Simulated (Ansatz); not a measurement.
AlGaN$_{2}$: the gap under strain

AlGaN$_{2}$, P-4m2, a = 3.115 Å, c = 4.384 Å. The structure is a Materials Project entry; whether it is the stable form wasn't checked. Ansatz: LDA, PAW, 420 eV, Γ-centred 8×8×6 mesh on 4 atoms, Gaussian smearing 0.02 eV; no spin polarisation. Series: strain along c alone, the other axes held, atoms relaxed; x is the strain in per cent. The gap is sought over the whole zone.

| x (%) | gap y (eV) |
| --- | --- |
| -6.0 | ? |
| -4.0 | 3.371 |
| -2.0 | 3.230 |
| 0.0 | 3.055 |
| 2.0 | 2.879 |
| 4.0 | 2.702 |
| 6.0 | 2.522 |

Problem. Fit y = E0 + c1 x + c2 x² to the other rows, give the deformation potential for this strain, and predict the missing gap.

Solution. Least squares on the rows shown. y = 3.0553 − 0.083973 x − 0.00090625 x². The deformation potential is 100 c1 = -8.40 eV per unit strain. At x = -6.0 the fit asked for gives 3.527 eV. The run gave 3.419 eV, so the fit is 0.108 eV too high, 12 % of the span of the series, against an rms of 0.005 eV on the fitted rows. The row lies outside the fitted range. With a term in x³ added, a fit to the same known rows predicts 3.490 eV, which recovers part of the miss; the known rows don't hold the rest. The records add, with no proof that it causes the miss: this run shares the points of its band edges only with the row at -4.0 %; in the others an edge lies at another point of the zone, so the fit mostly follows another valley.

Semilocal functionals give gaps under the measured ones; changes of the gap mostly carry over better.